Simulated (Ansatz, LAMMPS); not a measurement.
# Amorphous TiO2 at 3.19 g/cm^3 (84 atoms) under strain, part 2 of 4

Aim: relax amorphous TiO2 at 3.19 g/cm^3 (84 atoms), then change its volume and shape to read moduli from the stress.

Ansatz 0.2.0; Kohn-Sham DFT, PBE, PAW (set soft_2), plane waves.

The cell: 28 Ti and 56 O. The quench rate of 50 K/ps is many orders above laboratory rates. The network of bonds at the start is that of the classical potential that made the cell. Only the Γ point is sampled.

So far. Step 2 (Single point at the start): The r.m.s. force at the start is 0.58 eV/Å.

**3. Cell and atoms relaxed**

Cell and atoms are freed together, to release stress as well as forces.

Contents of input.yaml:

```yaml
crystal:
  lattice:
    - [10.5139, 0.0, 0.0]
    - [0.0, 10.5139, 0.0]
    - [0.0, 0.0, 10.5139]
  atoms:
    [... the 84 atom lines of step 2 ...]
kpoints:
  mp_grid: { grid: [1, 1, 1] }
hamiltonian:
  xc: pbe
scf:
  occupations: { method: fixed }
output:
  forces: true
relax:
  f_tol: 0.05
  max_steps: 150
  cell: {}
```

Started as:

```
$ ansatz run input.yaml --threads 4 --pin off --max-ram 8192MiB --backend cpu --events-out ev --progress --plain --runs-dir out
```

Numbers of over 12 decimals in the logs are rounded to 6 here.

What it wrote:

```text
[...]
Crystal: 84 atoms, lattice volume = 1162.229 Å³
Basis set: ecut = 420 eV, 22743 PW (Γ), exchange–correlation on 144×144×144 points (8 copies of the dense FFT grid, shifted against one another)
Bands: 420, of which v1, the nominal top of the filled ones, is band 336 counted from 1 (335 counted from 0)
Symmetry: 1 space group operations
[...]
k-points: 1
[...]
SCF iter   1: F=—  HF=-101873.405419 eV  |F-HF|=—  |Δ(HF+E_count)|=         —  Δρ=4.18e-3  dr2=2.06e-1  ethr=1.77e-3  ⟨swp⟩=4.0  Hψ=1283  notcnv=0  defer=82
[...]
SCF iter  11: F=-101873.394289 eV  HF=-101873.394289 eV  |F-HF|=3.22e-8  |Δ(HF+E_count)|=   1.41e-7  Δρ=2.33e-6  dr2=7.72e-8  ethr=1.49e-11  ⟨swp⟩=4.0  Hψ=1263  notcnv=0
SCF 1 converged in 11 iterations: F = -101873.394289 eV  dr2 = 7.72e-8
[...]
relax step   1: F+E_penalty+E_count = -101873.39428948 eV  Δ(F+E_penalty+E_count) = +0.000e0 eV  max|allowed force component| = 1.330e0 eV/Å  Δτ_max = 0.0000 Å  P = +9.376 GPa  Ω = 1162.229 Å³  (11 SCF iters, dr2 threshold 1.00e-7 eV, accepted)
[... from here on, the SCF cycles and remarks between the steps are left out ...]
relax step   2: F+E_penalty+E_count = -101875.99268136 eV  Δ(F+E_penalty+E_count) = -2.598e0 eV  max|allowed force component| = 8.030e-1 eV/Å  Δτ_max = 0.0997 Å  P = +2.503 GPa  Ω = 1200.935 Å³  energy of the carried Pulay correction = -1.295e-1 eV  (10 SCF iters, dr2 threshold 8.40e-6 eV, accepted)
relax step   3: F+E_penalty+E_count = -101876.69064561 eV  Δ(F+E_penalty+E_count) = -6.980e-1 eV  max|allowed force component| = 5.017e-1 eV/Å  Δτ_max = 0.0811 Å  P = -0.514 GPa  Ω = 1211.284 Å³  energy of the carried Pulay correction = -1.634e-1 eV  (9 SCF iters, dr2 threshold 8.40e-6 eV, accepted)
relax step   4: F+E_penalty+E_count = -101876.93120636 eV  Δ(F+E_penalty+E_count) = -2.406e-1 eV  max|allowed force component| = 1.863e0 eV/Å  Δτ_max = 0.2000 Å  P = +0.467 GPa  Ω = 1203.151 Å³  energy of the carried Pulay correction = -1.368e-1 eV  (10 SCF iters, dr2 threshold 8.40e-6 eV, accepted)
relax step   5: F+E_penalty+E_count = -101877.11023506 eV  Δ(F+E_penalty+E_count) = -1.790e-1 eV  max|allowed force component| = 3.858e-1 eV/Å  Δτ_max = 0.1800 Å  P = -0.031 GPa  Ω = 1199.569 Å³  energy of the carried Pulay correction = -1.250e-1 eV  (9 SCF iters, dr2 threshold 8.40e-6 eV, accepted)
relax step   6: F+E_penalty+E_count = -101877.06558783 eV  Δ(F+E_penalty+E_count) = +4.465e-2 eV  max|allowed force component| = 3.896e-1 eV/Å  Δτ_max = 0.2000 Å  P = -0.021 GPa  Ω = 1203.065 Å³  energy of the carried Pulay correction = -1.365e-1 eV  (9 SCF iters, dr2 threshold 8.40e-6 eV, rejected (line search))
relax step   7: F+E_penalty+E_count = -101877.14469275 eV  Δ(F+E_penalty+E_count) = -3.446e-2 eV  max|allowed force component| = 1.110e-1 eV/Å  Δτ_max = 0.0795 Å  P = +0.017 GPa  Ω = 1199.420 Å³  energy of the carried Pulay correction = -1.245e-1 eV  (15 SCF iters, accepted)
relax step   8: F+E_penalty+E_count = -101877.14955590 eV  Δ(F+E_penalty+E_count) = -4.863e-3 eV  max|allowed force component| = 1.207e-1 eV/Å  Δτ_max = 0.1000 Å  P = +0.106 GPa  Ω = 1195.287 Å³  energy of the carried Pulay correction = -1.108e-1 eV  (10 SCF iters, dr2 threshold 7.71e-7 eV, rejected (line search))
relax step   9: F+E_penalty+E_count = -101877.15766209 eV  Δ(F+E_penalty+E_count) = -1.297e-2 eV  max|allowed force component| = 5.390e-2 eV/Å  Δτ_max = 0.0500 Å  P = -0.008 GPa  Ω = 1197.899 Å³  energy of the carried Pulay correction = -1.195e-1 eV  (14 SCF iters, accepted)
relax step  10: F+E_penalty+E_count = -101877.15852031 eV  Δ(F+E_penalty+E_count) = -8.582e-4 eV  max|allowed force component| = 3.266e-2 eV/Å  Δτ_max = 0.0500 Å  P = +0.012 GPa  Ω = 1198.298 Å³  energy of the carried Pulay correction = -1.208e-1 eV  (9 SCF iters, dr2 threshold 1.82e-7 eV, accepted)
relax step  11: F+E_penalty+E_count = -101877.16516530 eV  Δ(F+E_penalty+E_count) = -6.645e-3 eV  max|allowed force component| = 4.606e-2 eV/Å  Δτ_max = 0.0750 Å  P = -0.003 GPa  Ω = 1197.212 Å³  energy of the carried Pulay correction = -1.172e-1 eV  (13 SCF iters, dr2 threshold 7.33e-9 eV, accepted)
relax step  12: F+E_penalty+E_count = -101877.16905564 eV  Δ(F+E_penalty+E_count) = -3.890e-3 eV  max|allowed force component| = 4.440e-2 eV/Å  Δτ_max = 0.0249 Å  P = -0.012 GPa  Ω = 1196.662 Å³  energy of the carried Pulay correction = -1.154e-1 eV  (11 SCF iters, dr2 threshold 1.23e-8 eV, accepted)
relax step  13: F+E_penalty+E_count = -101877.38589613 eV  Δ(F+E_penalty+E_count) = -2.168e-1 eV  max|allowed force component| = 4.466e-2 eV/Å  Δτ_max = 0.0000 Å  P = +0.292 GPa  Ω = 1196.662 Å³  stress off target by 6.67e-1 GPa  SCF on the basis re-selected at this cell (its energy is not comparable with the rows above)  (10 SCF iters)
relax step  14: F+E_penalty+E_count = -101877.36774200 eV  Δ(F+E_penalty+E_count) = +1.815e-2 eV  max|allowed force component| = 2.181e-1 eV/Å  Δτ_max = 0.1425 Å  P = -0.537 GPa  Ω = 1203.383 Å³  energy of the carried Pulay correction = -2.274e-2 eV  (10 SCF iters, dr2 threshold 1.11e-6 eV, accepted)
relax step  15: F+E_penalty+E_count = -101877.37625397 eV  Δ(F+E_penalty+E_count) = -8.512e-3 eV  max|allowed force component| = 1.807e-1 eV/Å  Δτ_max = 0.2000 Å  P = +0.007 GPa  Ω = 1208.142 Å³  energy of the carried Pulay correction = -3.971e-2 eV  (10 SCF iters, dr2 threshold 2.97e-6 eV, accepted)
relax step  16: F+E_penalty+E_count = -101877.38301386 eV  Δ(F+E_penalty+E_count) = -6.760e-3 eV  max|allowed force component| = 2.145e-1 eV/Å  Δτ_max = 0.1484 Å  P = -0.009 GPa  Ω = 1207.425 Å³  energy of the carried Pulay correction = -3.711e-2 eV  (9 SCF iters, dr2 threshold 2.04e-6 eV, accepted)
relax step  17: F+E_penalty+E_count = -101877.40038552 eV  Δ(F+E_penalty+E_count) = -1.737e-2 eV  max|allowed force component| = 9.153e-2 eV/Å  Δτ_max = 0.0589 Å  P = +0.027 GPa  Ω = 1207.940 Å³  energy of the carried Pulay correction = -3.900e-2 eV  (9 SCF iters, dr2 threshold 2.87e-6 eV, accepted)
relax step  18: F+E_penalty+E_count = -101877.39782653 eV  Δ(F+E_penalty+E_count) = +2.559e-3 eV  max|allowed force component| = 6.230e-2 eV/Å  Δτ_max = 0.0274 Å  P = -0.016 GPa  Ω = 1209.292 Å³  energy of the carried Pulay correction = -4.389e-2 eV  (9 SCF iters, dr2 threshold 5.24e-7 eV, accepted)
relax step  19: F+E_penalty+E_count = -101877.39956183 eV  Δ(F+E_penalty+E_count) = -1.735e-3 eV  max|allowed force component| = 4.506e-2 eV/Å  Δτ_max = 0.0239 Å  P = +0.014 GPa  Ω = 1208.988 Å³  energy of the carried Pulay correction = -4.280e-2 eV  (9 SCF iters, dr2 threshold 2.43e-7 eV, accepted)
relax step  20: F+E_penalty+E_count = -101877.45297649 eV  Δ(F+E_penalty+E_count) = -5.341e-2 eV  max|allowed force component| = 4.517e-2 eV/Å  Δτ_max = 0.0000 Å  P = +0.038 GPa  Ω = 1208.988 Å³  stress off target by 1.42e-1 GPa  SCF on the basis re-selected at this cell (its energy is not comparable with the rows above)  (8 SCF iters)
relax step  21: F+E_penalty+E_count = -101877.45016262 eV  Δ(F+E_penalty+E_count) = +2.814e-3 eV  max|allowed force component| = 5.471e-2 eV/Å  Δτ_max = 0.0340 Å  P = +0.020 GPa  Ω = 1210.342 Å³  energy of the carried Pulay correction = -4.382e-3 eV  (10 SCF iters, dr2 threshold 5.01e-8 eV, accepted)
relax step  22: F+E_penalty+E_count = -101877.44771432 eV  Δ(F+E_penalty+E_count) = +2.448e-3 eV  max|allowed force component| = 4.822e-2 eV/Å  Δτ_max = 0.0564 Å  P = +0.033 GPa  Ω = 1211.042 Å³  energy of the carried Pulay correction = -6.695e-3 eV  (9 SCF iters, dr2 threshold 1.87e-7 eV, accepted)
relax step  23: F+E_penalty+E_count = -101877.45363181 eV  Δ(F+E_penalty+E_count) = -5.917e-3 eV  max|allowed force component| = 4.824e-2 eV/Å  Δτ_max = 0.0000 Å  P = +0.036 GPa  Ω = 1211.042 Å³  stress off target by 6.08e-2 GPa  SCF on the basis re-selected at this cell (its energy is not comparable with the rows above)  (8 SCF iters)
relax step  24: F+E_penalty+E_count = -101877.45327958 eV  Δ(F+E_penalty+E_count) = +3.522e-4 eV  max|allowed force component| = 2.470e-2 eV/Å  Δτ_max = 0.0126 Å  P = -0.031 GPa  Ω = 1211.603 Å³  energy of the carried Pulay correction = -1.852e-3 eV  (10 SCF iters, dr2 threshold 9.23e-9 eV, accepted)
relax step  25: F+E_penalty+E_count = -101877.45430721 eV  Δ(F+E_penalty+E_count) = -1.028e-3 eV  max|allowed force component| = 2.469e-2 eV/Å  Δτ_max = 0.0000 Å  P = -0.030 GPa  Ω = 1211.603 Å³  stress off target by 4.59e-2 GPa  SCF on the basis re-selected at this cell (its energy is not comparable with the rows above)  (6 SCF iters)
[...]
SCF converged after 6 iterations
Free energy (F): -101877.454307 eV
[...]
Internal energy: -101877.454307 eV  (E = F + TS)
E sigma→0 (E₀):  -101877.454307 eV
Fermi energy:    4.451922 eV
[...]
--- Forces (eV/Å), atoms counted from 1 ---
  atom   1  Ti     0.00572986    -0.00152412     0.00429507
  atom   2  Ti    -0.01811205    -0.01192977    -0.00039896
  atom   3  Ti    -0.00278609    -0.00481163     0.01297452
  atom   4  Ti     0.00197682     0.00823180    -0.00200446
  atom   5  Ti    -0.01566650    -0.01052902     0.01193818
  atom   6  Ti    -0.00510242    -0.01507659    -0.00346700
  atom   7  Ti    -0.00245810     0.00026489    -0.01851121
  atom   8  Ti     0.01129353     0.00385583    -0.01043329
  atom   9  Ti     0.02048374    -0.00120448     0.01802433
  atom  10  Ti     0.00550677    -0.01014337    -0.00285673
  atom  11  Ti     0.00030245    -0.00313799    -0.01360171
  atom  12  Ti    -0.00453611    -0.00224328    -0.01064532
  atom  13  Ti     0.00530342     0.01671221     0.00074363
  atom  14  Ti    -0.01709913    -0.01278469    -0.00986802
[...]
atom  83  O     -0.00366796     0.00350713    -0.00343013
  atom  84  O     -0.00052543    -0.00284677     0.00755100
  max |Σ_I F_I| component: 4.62e-5 eV/Å
--- Stress (GPa, compression-positive) ---
       -0.027559       0.002988       0.020220
        0.002988      -0.041026       0.000414
        0.020220       0.000414      -0.021691
  P = ⅓ Tr σ = -0.0301 GPa (-0.301 kbar)
--- Relaxed structure (21 steps of the walk, 19 accepted, 4 SCFs on fresh bases) ---
  F+E_penalty+E_count = -101877.45430721 eV   max|allowed force component| = 2.469e-2 eV/Å   (the final SCF, on the basis selected at the relaxed cell)
  cell:  # Å, volume = 1211.6035 Å³
    - [10.425330, -0.067891, -0.178186]
    - [-0.067891, 11.176247, -0.058354]
    - [-0.178186, -0.058354, 10.402370]
  atoms:
    - { symbol: Ti, position: [0.118801, 0.078760, 0.892738] }
    - { symbol: Ti, position: [0.905587, 0.800357, 0.066237] }
    - { symbol: Ti, position: [0.893311, 0.565052, 0.367792] }
    - { symbol: Ti, position: [0.059249, 0.446454, 0.770740] }
[...]
- { symbol: O, position: [0.409783, 0.178928, 0.069325] }
```

Run time: 5.3 min. Hardware: 4 threads of Arm Neoverse V2, shared host; peak memory 1.5 GiB.

The relaxation converged after 21 steps, with a largest force component of 0.025 eV/Å.

**4. Single point at the relaxed geometry**

The electronic structure is read at the final geometry, in a run of its own.

Contents of input.yaml:

```yaml
crystal:
  lattice:
    - [10.42533, -0.06789, -0.17819]
    - [-0.06789, 11.17625, -0.05835]
    - [-0.17819, -0.05835, 10.40237]
  atoms:
    - { symbol: Ti, position: [0.1188, 0.07876, 0.89274] }
    - { symbol: Ti, position: [0.90559, 0.80036, 0.06624] }
    - { symbol: Ti, position: [0.89331, 0.56505, 0.36779] }
    - { symbol: Ti, position: [0.05925, 0.44645, 0.77074] }
    - { symbol: Ti, position: [0.67403, 0.10591, 0.43334] }
    - { symbol: Ti, position: [0.98541, 0.40496, 0.10327] }
    [... 72 atom lines left out ...]
    - { symbol: O, position: [0.8545, 0.28946, 0.10438] }
    - { symbol: O, position: [0.48465, 0.42079, 0.46148] }
    - { symbol: O, position: [0.01197, 0.95651, 0.53545] }
    - { symbol: O, position: [0.04609, 0.44488, 0.94889] }
    - { symbol: O, position: [0.2411, 0.67842, 0.95162] }
    - { symbol: O, position: [0.40978, 0.17893, 0.06932] }
kpoints:
  mp_grid: { grid: [1, 1, 1] }
hamiltonian:
  xc: pbe
scf:
  occupations: { method: fixed }
output:
  forces: true
  stress: true
  populations: intrinsic
  dos:
    method: { smearing: { sigma: 0.1 } }
    de: 0.1
    projected: { site_lists: { O: [O], Ti: [Ti] } }
  eigenvalues: true
  write_density: true
  write_potential: true
  volumetric_format: npy
```

What it wrote:

```text
[...]
Crystal: 84 atoms, lattice volume = 1211.604 Å³
Basis set: ecut = 420 eV, 23735 PW (Γ), exchange–correlation on 144×150×144 points (8 copies of the dense FFT grid, shifted against one another)
Bands: 420, of which v1, the nominal top of the filled ones, is band 336 counted from 1 (335 counted from 0)
Symmetry: 1 space group operations
[...]
k-points: 1
[...]
SCF iter   1: F=—  HF=-101877.472907 eV  |F-HF|=—  |Δ(HF+E_count)|=         —  Δρ=4.01e-3  dr2=2.44e-1  ethr=1.77e-3  ⟨swp⟩=3.0  Hψ=1354  notcnv=0  defer=77
[...]
SCF iter  12: F=-101877.454297 eV  HF=-101877.454297 eV  |F-HF|=2.19e-8  |Δ(HF+E_count)|=   8.69e-8  Δρ=1.86e-6  dr2=5.22e-8  ethr=1.49e-11  ⟨swp⟩=16.0  Hψ=2925  notcnv=0
SCF 1 converged in 12 iterations: F = -101877.454297 eV  dr2 = 5.22e-8
[...]
SCF converged after 12 iterations
Free energy (F): -101877.454297 eV
[...]
Internal energy: -101877.454297 eV  (E = F + TS)
E sigma→0 (E₀):  -101877.454297 eV
Fermi energy:    4.451933 eV
[...]
--- Forces (eV/Å), atoms counted from 1 ---
  atom   1  Ti     0.00635075    -0.00130655     0.00433762
  atom   2  Ti    -0.01934756    -0.01400272     0.00003956
  atom   3  Ti    -0.00230289    -0.00418297     0.01307193
  atom   4  Ti     0.00097954     0.00891229    -0.00171590
  atom   5  Ti    -0.01528399    -0.01098032     0.01244047
  atom   6  Ti    -0.00601708    -0.01481712    -0.00326283
  atom   7  Ti    -0.00246884     0.00114195    -0.01993403
  atom   8  Ti     0.00932075     0.00331402    -0.00994931
  atom   9  Ti     0.02166922    -0.00191852     0.01913132
  atom  10  Ti     0.00503192    -0.00837270    -0.00263911
  atom  11  Ti    -0.00056772    -0.00254709    -0.01316617
  atom  12  Ti    -0.00270831    -0.00298738    -0.00965693
  atom  13  Ti     0.00562094     0.01848765    -0.00065631
  atom  14  Ti    -0.01697265    -0.01263412    -0.01262177
[...]
atom  83  O     -0.00350577     0.00424665    -0.00391176
  atom  84  O     -0.00040554    -0.00368087     0.00943418
  max |Σ_I F_I| component: 8.01e-5 eV/Å
--- Stress (GPa, compression-positive) ---
       -0.027828       0.002641       0.020070
        0.002642      -0.040548       0.001072
        0.020070       0.001072      -0.021275
  P = ⅓ Tr σ = -0.0299 GPa (-0.299 kbar)
--- Band table (eV) ---
[...]
--- intrinsic populations: 84 sites ---
  site symbol       q [e]
     0     Ti     10.6629
     1     Ti     10.6776
     2     Ti     10.6555
[...]
83      O      6.6206
  spilling = -0.000000 (of n_electrons = 672.000000)
```

It took 23 s on 4 threads; peak memory 1.6 GiB; 88 s of CPU time.

Read from the output:

| Property | Result |
| --- | --- |
| free energy | -101877.4543 eV |
| free energy per atom | -1212.8268 eV/atom |
| SCF cycles | 12 |
| pressure | -0.02988 GPa |
| r.m.s. force component | 0.00802 eV/Å |
| longest force | 0.02897 eV/Å |
| Fermi energy | 4.452 eV |
| gap (highest filled to lowest empty level) | 2.709 eV |

**5. Volume -3 %**

The relaxed cell is scaled evenly and the atoms are relaxed again; the stress at the end gives one point of P(V).

input.yaml, the sections that differ from step 4:

```yaml
crystal:
  lattice:
    - [10.32002, -0.0672, -0.17639]
    - [-0.0672, 11.06335, -0.05776]
    - [-0.17639, -0.05776, 10.29729]
  atoms:
    [... the 84 atom lines of step 4 ...]
output:
  forces: true
  eigenvalues: true
  stress: true
relax:
  f_tol: 0.05
  max_steps: 70
# kpoints, hamiltonian, scf: as in step 4
```

What it wrote:

```text
Warning: output.stress: scf.convergence.dr2_threshold = 1e-7 eV (the SCF's general default) is looser than the 8.4e-9 eV advised for a printed stress (1e-10 eV for each atom of the cell: 84). What an SCF threshold leaves in a stress goes as its square root, and in the free energy as the threshold itself, and one threshold admits the most on a small cell: [...]
[...]
Crystal: 84 atoms, lattice volume = 1175.256 Å³
Basis set: ecut = 420 eV, 22925 PW (Γ), exchange–correlation on 144×150×144 points (8 copies of the dense FFT grid, shifted against one another)
Bands: 420, of which v1, the nominal top of the filled ones, is band 336 counted from 1 (335 counted from 0)
Symmetry: 1 space group operations
[...]
k-points: 1
[...]
SCF iter   1: F=—  HF=-101876.900901 eV  |F-HF|=—  |Δ(HF+E_count)|=         —  Δρ=4.06e-3  dr2=2.35e-1  ethr=1.77e-3  ⟨swp⟩=3.0  Hψ=1354  notcnv=0  defer=77
[...]
SCF iter   6: F=—  HF=-101876.882206 eV  |F-HF|=—  |Δ(HF+E_count)|=   1.01e-4  Δρ=1.25e-4  dr2=2.04e-4  ethr=1.01e-7  ⟨swp⟩=2.0  Hψ=520  notcnv=0  defer=82
SCF iter   7: F=-101876.882236 eV  HF=-101876.882248 eV  |F-HF|=1.23e-5  |Δ(HF+E_count)|=   4.22e-5  Δρ=5.86e-5  dr2=4.52e-5  ethr=9.30e-9  ⟨swp⟩=11.0  Hψ=2058  notcnv=0
SCF 1 converged in 7 iterations: F = -101876.882236 eV  dr2 = 4.52e-5
[...]
relax step   1: F+E_penalty+E_count = -101876.88223593 eV  Δ(F+E_penalty+E_count) = +0.000e0 eV  max|allowed force component| = 4.305e-1 eV/Å  Δτ_max = 0.0000 Å  (7 SCF iters, dr2 threshold 6.25e-5 eV, accepted)
[...]
relax step   2: F+E_penalty+E_count = -101877.12428523 eV  Δ(F+E_penalty+E_count) = -2.420e-1 eV  max|allowed force component| = 2.131e-1 eV/Å  Δτ_max = 0.0537 Å  (8 SCF iters, dr2 threshold 1.16e-5 eV, accepted)
[...]
relax step   3: F+E_penalty+E_count = -101877.20454359 eV  Δ(F+E_penalty+E_count) = -8.026e-2 eV  max|allowed force component| = 1.274e-1 eV/Å  Δτ_max = 0.0481 Å  (8 SCF iters, dr2 threshold 2.84e-6 eV, accepted)
relax step   4: F+E_penalty+E_count = -101877.19964343 eV  Δ(F+E_penalty+E_count) = +4.900e-3 eV  max|allowed force component| = 2.169e-1 eV/Å  Δτ_max = 0.2000 Å  (10 SCF iters, dr2 threshold 3.98e-6 eV, rejected (line search))
relax step   5: F+E_penalty+E_count = -101877.24976750 eV  Δ(F+E_penalty+E_count) = -4.522e-2 eV  max|allowed force component| = 5.915e-2 eV/Å  Δτ_max = 0.0970 Å  (12 SCF iters, accepted)
relax step   6: F+E_penalty+E_count = -101877.25873844 eV  Δ(F+E_penalty+E_count) = -8.971e-3 eV  max|allowed force component| = 5.095e-2 eV/Å  Δτ_max = 0.0764 Å  (11 SCF iters, accepted)
relax step   7: F+E_penalty+E_count = -101877.25973655 eV  Δ(F+E_penalty+E_count) = -9.981e-4 eV  max|allowed force component| = 7.399e-2 eV/Å  Δτ_max = 0.0231 Å  (9 SCF iters, accepted)
relax step   8: F+E_penalty+E_count = -101877.25676580 eV  Δ(F+E_penalty+E_count) = +2.971e-3 eV  max|allowed force component| = 7.187e-2 eV/Å  Δτ_max = 0.0645 Å  (8 SCF iters, dr2 threshold 4.06e-6 eV, rejected (line search))
relax step   9: F+E_penalty+E_count = -101877.26087792 eV  Δ(F+E_penalty+E_count) = -1.141e-3 eV  max|allowed force component| = 6.834e-2 eV/Å  Δτ_max = 0.0198 Å  (10 SCF iters, accepted)
relax step  10: F+E_penalty+E_count = -101877.26189717 eV  Δ(F+E_penalty+E_count) = -1.019e-3 eV  max|allowed force component| = 2.864e-2 eV/Å  Δτ_max = 0.0102 Å  (6 SCF iters, dr2 threshold 3.99e-6 eV, accepted)
[...]
relax step  11: F+E_penalty+E_count = -101877.26189875 eV  Δ(F+E_penalty+E_count) = -1.587e-6 eV  max|allowed force component| = 2.820e-2 eV/Å  Δτ_max = 0.0000 Å  (5 SCF iters, accepted)
SCF converged after 5 iterations
Free energy (F): -101877.261899 eV
[...]
Internal energy: -101877.261899 eV  (E = F + TS)
E sigma→0 (E₀):  -101877.261899 eV
Fermi energy:    4.780688 eV
[...]
Σ components = -101877.261899   (vs F -101877.261899, Δ=0.00e0)
--- Forces (eV/Å), atoms counted from 1 ---
  atom   1  Ti     0.00721435     0.00027867    -0.00502972
  atom   2  Ti    -0.00082247     0.00053315    -0.00844410
  atom   3  Ti     0.00696132    -0.00686104     0.00209353
  atom   4  Ti     0.00421782     0.00373548    -0.00681074
[...]
atom  84  O      0.00164921    -0.00927124     0.01298044
  max |Σ_I F_I| component: 1.27e-5 eV/Å
--- Stress (GPa, compression-positive) ---
        1.697705       0.033040       0.238760
        0.033040       1.270382      -0.278677
        0.238760      -0.278677       1.489416
  P = ⅓ Tr σ = 1.4858 GPa (14.858 kbar)
--- Band table (eV) ---
[...]
--- Relaxed structure (11 steps of the walk, 9 accepted, 0 SCFs on fresh bases) ---
  F+E_penalty+E_count = -101877.26189875 eV   max|allowed force component| = 2.820e-2 eV/Å
  atoms:
    - { symbol: Ti, position: [0.112559, 0.077998, 0.889517] }
    - { symbol: Ti, position: [0.905757, 0.793682, 0.071441] }
    - { symbol: Ti, position: [0.900032, 0.572406, 0.370066] }
    - { symbol: Ti, position: [0.057711, 0.443995, 0.774566] }
[...]
- { symbol: O, position: [0.410862, 0.177273, 0.065967] }
```

It took 2.7 min on 4 threads; peak memory 1.6 GiB; 10 min of CPU time.

The program notes that the SCF threshold is loose for the stress.

The relaxation converged after 11 steps, 0.380 eV below its start, with a largest force component of 0.028 eV/Å.

Volume -3 %: the energy stands 0.192 eV above that of the reference, at a pressure of 1.49 GPa.

(Continued in part 3 of 4.)

[Logs are printed without paths, hosts, clocks, repeated set-up lines and the standing remarks that a program may print on its own settings, such as how far it seeks lower states.]

[Hosts, paths, dates, database ids (printed as entryN), source tags and the programs' standing remarks are cut or masked in the printed files.]
